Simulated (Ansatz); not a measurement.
# Rh: pressure up to the limit of the methods

One table from this session's results is given with a row withheld; the runs are named, their logs left out.

Program: Ansatz 0.2.0. Level of theory: DFT PBE, with the methods named in each step. These are calculated values, not measurements.

## The system as given

Symmetry: P6_3/mmc, No. 194, hexagonal system. The conventional cell has a = 2.716 Å, b = 2.716 Å, c = 4.399 Å, α = 90.00°, β = 90.00°, γ = 120.00°. Around Rh (site symmetry -6m2) lie 12 Rh at 2.70 to 2.72 Å.

Coordinates:

```
Rh
1.0
     2.71573    0.00000    0.00000
    -1.35787    2.35189    0.00000
     0.00000    0.00000    4.39949
Rh
2
Direct
  0.33333 0.66667 0.25000
  0.66667 0.33333 0.75000
```

Whether this phase is the stable one at these pressures isn't tested.

Atoms are numbered in the order of the input: Rh1, Rh2.

Set-up of the first run:

The input, input.yaml:

```yaml
crystal:
  lattice:
    - [2.7157318845, 0.0, 0.0]
    - [-1.3578659422, 2.3518928018, 0.0]
    - [0.0, 0.0, 4.3994856529]
  atoms:
    - { symbol: Rh, position: [0.3333333333, 0.6666666667, 0.25] }
    - { symbol: Rh, position: [0.6666666667, 0.3333333333, 0.75] }
kpoints:
  mp_grid: { grid: [18, 18, 10] }
scf:
  occupations: { method: fermi_dirac, width: 0.1 }
hamiltonian:
  xc: pbe
  pseudopotentials: { kind: paw }
output:
  forces: true
  stress: true
relax:
  f_tol: 0.005
  max_steps: 40
  cell: {}
```

The run is started by

```
> ansatz run input.yaml --threads 1 --pin off --max-ram 2048MiB --backend cpu --events-out ev --progress --plain --runs-dir out
```

Among the steps run: Cell relaxed at zero pressure, PAW; Volume scaled by 1, PAW; Shape and atoms relaxed at 0.88 of the volume, PAW; Volume scaled by 0.88, PAW; Shape and atoms relaxed at 0.78 of the volume, PAW; Volume scaled by 0.78, PAW; Shape and atoms relaxed at 0.68 of the volume, PAW; Volume scaled by 0.68, PAW; Shape and atoms relaxed at 0.58 of the volume, PAW; Volume scaled by 0.58, PAW; Volume scaled by 0.58, PAW (source ansatz); Shape and atoms relaxed at 0.5 of the volume, PAW; Volume scaled by 0.5, PAW; Shape and atoms relaxed at 0.43 of the volume, PAW; Volume scaled by 0.43, PAW; Volume scaled by 0.43, PAW (source ansatz).

One table of the session follows, with a row left open; its other results are not shown here.

```
             method  volume over the first  volume (Å³/atom)  pressure (GPa)
                PAW                      1            14.124           -0.01
                PAW                   0.88            12.429           44.75
                PAW                   0.78                 ?               ?
                PAW                   0.68             9.604          255.51
                PAW                   0.58             8.192          525.26
                PAW                    0.5             7.062          937.08
                PAW                   0.43             6.073         1587.61
PAW (source ansatz)                   0.58             8.192          526.60
PAW (source ansatz)                   0.43             6.073         1600.47
```

Q: Estimate the row for PAW, 0.78 from the others.

As computed: volume (Å³/atom): 11.017; pressure (GPa): 117.77. In the column «volume (Å³/atom)» it lies between PAW, 0.68 (9.604) and PAW, 0.88 (12.429).

Limits of these values: At pressures up to 1600 GPa the PAW spheres may overlap and frozen cores may not hold, so those PAW values are rough without an all-electron check.
